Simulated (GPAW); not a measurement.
Input of a GPAW 26.7.0 run:

run.py

```python
from ase import Atoms
from ase.filters import FrechetCellFilter
from ase.io import write
from ase.optimize import BFGS
from ase.units import GPa
from gpaw import GPAW, PW

atoms = Atoms(['Ta'],
              cell=[[-1.65128, 1.65128, 1.65128],
                    [1.65128, -1.65128, 1.65128],
                    [1.65128, 1.65128, -1.65128]],
              scaled_positions=[[0.0, 0.0, 0.0]],
              pbc=True)

calc = GPAW(mode=PW(600),
            xc='PBE',
            kpts={'size': (11, 11, 11), 'gamma': True},
            occupations={'name': 'fermi-dirac', 'width': 0.05},
            nbands=15,
            convergence={'density': 1e-05, 'forces': 0.0001},
            maxiter=150,
            txt='gpaw.txt')
atoms.calc = calc
opt = BFGS(FrechetCellFilter(atoms, scalar_pressure=2 * GPa), trajectory='relax.traj', logfile='-')
done = opt.run(fmax=0.02, steps=60)
calc.write('gs.gpw')
write('result.traj', atoms)
print('Converged:', done)
print('Cell:', atoms.cell.cellpar().round(4))
print('Volume:', round(atoms.get_volume(), 4))
print(atoms.get_scaled_positions().round(5))
```

Potentials or basis: GPAW PAW data sets (gpaw-data 1.2.1), pw.

The run is started by

```sh
$ OMP_NUM_THREADS=1 python run.py
```

**Question.** Predict the relaxed volume.

**Answer.** 18.08 Å³/atom.

**Question.** What does it give for the band gap on the k mesh?

**Answer.** None (metal or under the smearing width).

Final structure:
```xyz
1
Lattice="-1.6535 1.6535 1.6535 1.6535 -1.6535 1.6535 1.6535 1.6535 -1.6535" Properties=species:S:1:pos:R:3 pbc="T T T"
Ta    0.0000    0.0000    0.0000
```

Caveat: later steps reuse the first step's grids. Zero-point motion and thermal expansion aren't in these numbers.
